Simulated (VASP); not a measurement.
# Ca (Fm-3m) in VASP: notebook, part 2 of 2

VASP 6.6.1. The steps go on from the part before.

### Step 4. Relaxation of cell and atoms, PBEsol

This run uses another cell than the first one, of 40.65 Å³/atom, 0.962 times its volume.

Contents of INCAR:

```
SYSTEM = Ca
ALGO = Normal
EDIFF = 1E-7
EDIFFG = -0.005
ENCUT = 600
GGA = PS
IBRION = 2
ISIF = 3
ISMEAR = 1
LASPH = .TRUE.
LCHARG = .FALSE.
LREAL = .FALSE.
LWAVE = .FALSE.
NELM = 80
NSW = 90
PREC = Accurate
SIGMA = 0.1
```

Contents of KPOINTS:

```
k-points
0
G
  12 12 12
  0 0 0
```

Contents of POSCAR:

```
Ca                                      
1.0
   -0.0000000000      2.7290596752      2.7290596752
    2.7290596752     -0.0000000000      2.7290596752
    2.7290596752      2.7290596752      0.0000000000
  Ca            
     1
Direct
     0.0000000000000000    0.0000000000000000    0.0000000000000000
```

Potentials or basis: VASP PAW PBE potentials, release 64 (Ca_sv).

Run with:

```sh
$ cat potpaw_PBE.64/Ca_sv/POTCAR > POTCAR
$ mpirun -np 1 vasp_std > vasp.out
```

OUTCAR:

```text
SYSTEM = Ca
   EDIFF = 1E-7
   EDIFFG = -0.005
   ENCUT = 600
   GGA = PS
   IBRION = 2
   ISIF = 3
   ISMEAR = 1
   LASPH = .TRUE.
   LREAL = .FALSE.
   NELM = 80
   NSW = 90
   PREC = Accurate

 ion  position               nearest neighbor table
   1  0.000  0.000  0.000-

  LATTYP: Found a face centered cubic cell.
 ALAT       =     5.4581193504

  Lattice vectors:

 A1 = (   0.0000000000,   2.7290596752,   2.7290596752)
 A2 = (   2.7290596752,   0.0000000000,   2.7290596752)
 A3 = (   2.7290596752,   2.7290596752,   0.0000000000)

Analysis of symmetry for initial positions (statically):
=====================================================================
 Subroutine PRICEL returns:
 Original cell was already a primitive cell.

 Routine SETGRP: Setting up the symmetry group for a
 face centered cubic supercell.

 Subroutine GETGRP returns: Found 48 space group operations
 (whereof 48 operations were pure point group operations)
 out of a pool of 48 trial point group operations.

The static configuration has the point symmetry O_h .

Analysis of symmetry for dynamics (positions and initial velocities):
=====================================================================
 Subroutine PRICEL returns:
 Original cell was already a primitive cell.

 Routine SETGRP: Setting up the symmetry group for a
 face centered cubic supercell.

 Subroutine GETGRP returns: Found 48 space group operations
 (whereof 48 operations were pure point group operations)
 out of a pool of 48 trial point group operations.

The dynamic configuration has the point symmetry O_h .

 Subroutine INISYM returns: Found 48 space group operations
 (whereof 48 operations are pure point group operations),
 and found     1 'primitive' translations

----------------------------------------------------------------------------------------

                                     Primitive cell

  volume of cell :      40.6508

  direct lattice vectors                    reciprocal lattice vectors
     0.000000000  2.729059675  2.729059675    -0.183213289  0.183213289  0.183213289
     2.729059675  0.000000000  2.729059675     0.183213289 -0.183213289  0.183213289
     2.729059675  2.729059675  0.000000000     0.183213289  0.183213289 -0.183213289

  length of vectors
     3.859473205  3.859473205  3.859473205     0.317334726  0.317334726  0.317334726

  position of ions in fractional coordinates (direct lattice)
     0.000000000  0.000000000  0.000000000

  ion indices of the primitive-cell ions
   primitive index   ion index
                 1           1

----------------------------------------------------------------------------------------

 KPOINTS: k-points

Automatic generation of k-mesh.
 Grid dimensions read from file:
 generate k-points for:   12   12   12

 Generating k-lattice:

  Cartesian coordinates                     Fractional coordinates (reciprocal lattice)
    -0.015267774  0.015267774  0.015267774     0.083333333  0.000000000  0.000000000
     0.015267774 -0.015267774  0.015267774     0.000000000  0.083333333  0.000000000
     0.015267774  0.015267774 -0.015267774     0.000000000  0.000000000  0.083333333

  Length of vectors
     0.026444560  0.026444560  0.026444560

  Shift w.r.t. Gamma in fractional coordinates (k-lattice)
     0.000000000  0.000000000  0.000000000

 Subroutine IBZKPT returns following result:
 ===========================================

 Found     72 irreducible k-points:

 Following reciprocal coordinates:
            Coordinates               Weight
  0.000000  0.000000  0.000000      1.000000
  0.083333  0.000000  0.000000      8.000000
  0.166667  0.000000  0.000000      8.000000
  0.250000  0.000000  0.000000      8.000000
  0.333333  0.000000  0.000000      8.000000
  0.416667  0.000000  0.000000      8.000000
[... 16 lines left out ...]
  0.500000  0.166667  0.000000     24.000000
 -0.416667  0.166667  0.000000     24.000000
 [... further k-points ...]
   k-points           NKPTS =     72   k-points in BZ     NKDIM =     72   number of bands    NBANDS=      9
   number of dos      NEDOS =    301   number of ions     NIONS =      1
   total plane-waves  NPLWV =  32768
   dimension x,y,z NGX =    32 NGY =   32 NGZ =   32
   dimension x,y,z NGXF=    64 NGYF=   64 NGZF=   64
   ions per type =               1
   NGX,Y,Z   is equivalent  to a cutoff of  13.78, 13.78, 13.78 a.u.
   NGXF,Y,Z  is equivalent  to a cutoff of  27.57, 27.57, 27.57 a.u.
 SYSTEM =  Ca
   PREC   = accura    normal or accurate (medium, high low for compatibility)
   ISTART =      0    job   : 0-new  1-cont  2-samecut
   ICHARG =      2    charge: 1-file 2-atom 10-const
   ISPIN  =      1    spin polarized calculation?
   LNONCOLLINEAR =      F non collinear calculations
   LSORBIT =      F    spin-orbit coupling
   LASPH  =      T    aspherical Exc in radial PAW
   ENCUT  =  600.0 eV  44.10 Ry    6.64 a.u.   7.71  7.71  7.71*2*pi/ulx,y,z
   NELM   =     80;   NELMIN=  2; NELMDL= -5     # of ELM steps
   EDIFF  = 0.1E-06   stopping-criterion for ELM
   LREAL  =      F    real-space projection
   EDIFFG = -.5E-02   stopping-criterion for IOM
   NSW    =     90    number of steps for IOM
   IBRION =      2    ionic relax: 0-MD 1-quasi-New 2-CG
   NFREE  =      1    steps in history (QN), initial steepest desc. (CG)
   ISIF   =      3    stress and relaxation
   ISYM   =      2    0-nonsym 1-usesym 2-fastsym
   POTIM  = 0.5000    time-step for ionic-motion
   TEBEG  =    0.0;   TEEND  =   0.0 temperature during run
   PSTRESS=    0.0 pullay stress
   NELECT =      10.0000    total number of electrons
   NUPDOWN=      -1.0000    fix difference up-down
   EMIN   =  10.00;   EMAX   =-10.00  energy-range for DOS
   EFERMI =   0.00;   METHOD = LEGACY
   ISMEAR =     1;   SIGMA  =   0.10  broadening in eV -4-tet -1-fermi 0-gaus
   EFERMI_NEDOS =   21; number of points for ismear=-14 and -15
   IALGO  =     38    algorithm
   IMIX   =      4    mixing-type and parameters
     AMIX     =   0.40;   BMIX     =  1.00
     AMIX_MAG =   1.60;   BMIX_MAG =  1.00
  volume/ion in A,a.u.               =      40.65       274.33
  Fermi-wavevector in a.u.,A,eV,Ry     =   1.025774  1.938432 14.316225  1.052213
  Thomas-Fermi vector in A             =   2.159632
   LORBIT       =      0    0 simple, 1 ext, 2 COOP (PROOUT), +10 PAW based schemes
   GGA     = PS    functional components
   LHFCALC =     F    Hartree Fock is set to
   AEXX    =    0.0000 exact exchange contribution
   IVDW    =     0    specifies the selected vdW correction
   LEPSILON=     F    determine dielectric tensor
   LRPA    =     F    only Hartree local field effects (RPA)
 conjugate gradient relaxation of ions
 non-spin polarized calculation
 Methfessel and Paxton  Order N= 1 SIGMA  =   0.10
  energy-cutoff  :      600.00
  volume of cell :       40.65
 maximum number of plane-waves:      1380
   NGX = 15   NGY = 15   NGZ = 15

 number of electron      10.0000000 magnetization

 Free energy of the ion-electron system (eV)
  ---------------------------------------------------
  ext. energy  EPLUGINS =         0.00000000
  ---------------------------------------------------
  free energy    TOTEN  =        -2.13152853 eV

  energy without entropy =       -2.13042797  energy(sigma->0) =       -2.13116168

 E-fermi :   2.0357     XC(G=0):  -7.9303

 val. band max:        2.0003303267   @ k =  -0.4167   0.2500   0.0000
 cond. band min:       2.0453122747   @ k =  -0.3333   0.3333   0.1667
 fundamental gap:      0.0449819479
 Fermi energy:         2.0356641495

 k-point     1 :       0.0000    0.0000    0.0000
  band No.  band energies     occupation
      1     -39.7191      2.00000
      2     -20.7060      2.00000
      3     -20.7060      2.00000
      4     -20.7060      2.00000
      5      -2.0624      2.00000
      6       4.4122      0.00000
      7       4.4122      0.00000
      8       4.4122      0.00000
      9       5.5398      0.00000

 k-point     2 :       0.0833    0.0000    0.0000
  band No.  band energies     occupation
      1     -39.7180      2.00000
      2     -20.7170      2.00000
      3     -20.7075      2.00000
      4     -20.7075      2.00000
      5      -1.9396      2.00000
      6       4.2789      0.00000
      7       4.4593      0.00000
      8       4.4593      0.00000
      9       5.4986      0.00000
[... 253 lines left out ...]
 k-point    24 :      -0.4167    0.1667    0.0000
  band No.  band energies     occupation
      1     -39.7009      2.00000
      2     -20.8525      2.00000
      3     -20.7572      2.00000
      4     -20.7341      2.00000
      5       1.3275      2.00000
      6       2.0514      0.73708
      7       3.7912     -0.00000
      8       4.5840      0.00000
      9       6.0949      0.00000

 [... further k-points ...]
[... 5 lines left out ...]
  --------------------------------------------------------------------------------------
  -------------------------------------------------------------------------------------
  Total        0.0031649      0.0031649      0.0031649     -0.0000000     -0.0000000     -0.0000000
  in kB        0.1247380      0.1247380      0.1247380     -0.0000000     -0.0000000     -0.0000000
  external PRESSURE =       0.1247380 kB  Pullay stress =       0.0000000 kB

 VOLUME and BASIS-vectors are now :
 -----------------------------------------------------------------------------
  energy-cutoff  :      600.00
  volume of cell :       40.65
      direct lattice vectors                 reciprocal lattice vectors
     0.000000000  2.729059675  2.729059675    -0.183213289  0.183213289  0.183213289
     2.729059675  0.000000000  2.729059675     0.183213289 -0.183213289  0.183213289
     2.729059675  2.729059675  0.000000000     0.183213289  0.183213289 -0.183213289

 POSITION                                       TOTAL-FORCE (eV/Angst)
 -----------------------------------------------------------------------------------
      0.00000      0.00000      0.00000         0.000000      0.000000      0.000000
 -----------------------------------------------------------------------------------
    total drift:                                0.000000      0.000000      0.000000

  FREE ENERGIE OF THE ION-ELECTRON SYSTEM (eV)
  ---------------------------------------------------
  free  energy   TOTEN  =        -2.1315285334 eV

  energy  without entropy=       -2.1304279702  energy(sigma->0) =       -2.13116168

 reached required accuracy - stopping structural energy minimisation
```

Wall time 20 s (1 thread of Intel Xeon Platinum 8259CL at 2.50GHz (Skylake/Cascade Lake), shared host); peak memory 0.19 GiB.

Results:

```
Free energy             : -2.1315 eV
Pressure after relaxing : 0.0 GPa
Band gap on the k mesh  : none (metal or under the smearing width)
```

Final structure:
```
Ca
1.0
     0.00000    2.72906    2.72906
     2.72906    0.00000    2.72906
     2.72906    2.72906    0.00000
Ca
1
Direct
  0.00000 0.00000 0.00000
```

Levels at points of the mesh, in eV from the Fermi level:
| k point | band 2 | band 3 | band 4 | band 5 | band 6 | band 7 | band 8 | band 9 |
| --- | --- | --- | --- | --- | --- | --- | --- | --- |
| (0.00, 0.00, 0.00) | -22.74 | -22.74 | -22.74 | -4.10 | 2.38 | 2.38 | 2.38 | 3.50 |
| (0.50, 0.00, 0.00) | -22.90 | -22.76 | -22.76 | -1.02 | -0.12 | 2.26 | 2.26 | 4.23 |
| (0.50, 0.50, 0.00) | -22.89 | -22.80 | -22.80 | -0.50 | 0.54 | 1.03 | 4.22 | 4.42 |

Caveat: the relaxation stopped at its first step, so nothing moved; the PAW data sets were made with another functional, which shifts forces and pressure a little.
